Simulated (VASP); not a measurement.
**C in VASP: the effect of strain**

Crystal: C.

```
CELL_PARAMETERS angstrom
2.04223 -1.17915 0.00000
2.04223 1.17915 0.00000
-1.32391 0.00000 3.50283
ATOMIC_POSITIONS crystal
C 0.16664 0.16664 0.99991
C 0.83336 0.83336 0.00009
```

The cell isn't the ideal one: strain = -0.04.

Alike in all runs:

```yaml
Program: VASP 6.6.1
Task: single point
Functional: PBE
Potentials_or_basis: VASP PAW PBE potentials, release 64 (C)
Cutoff: 520 eV
k_mesh: 13 × 13 × 8
Occupations: fermi-dirac, width 0.05 eV
Spin: no spin polarisation
Strain_kind: biaxial_xy
Further_INCAR_settings: ALGO = Fast; EDIFF = 1e-06; NBANDS = 11
```

Question: One run gave: gap on the mesh 0.88 eV; pressure -3.6 GPa. Which strain did it use?
A. 0.01
B. 0.02
C. -0.01
D. 0
E. -0.02

Answer: A.

```csv
strain,gap on the mesh (eV),pressure (GPa)
-0.04,1.13,44.0
-0.02,1.03,22.3
-0.01,0.98,12.8
0,0.93,4.2
0.01,0.88,-3.6
0.02,0.84,-10.7
```

Caveats: an odd mesh through Γ misses points on the zone boundary, where band edges often lie; this functional lacks dispersion, which binds the layers, so the pressure and a relaxed spacing across them are unreliable.
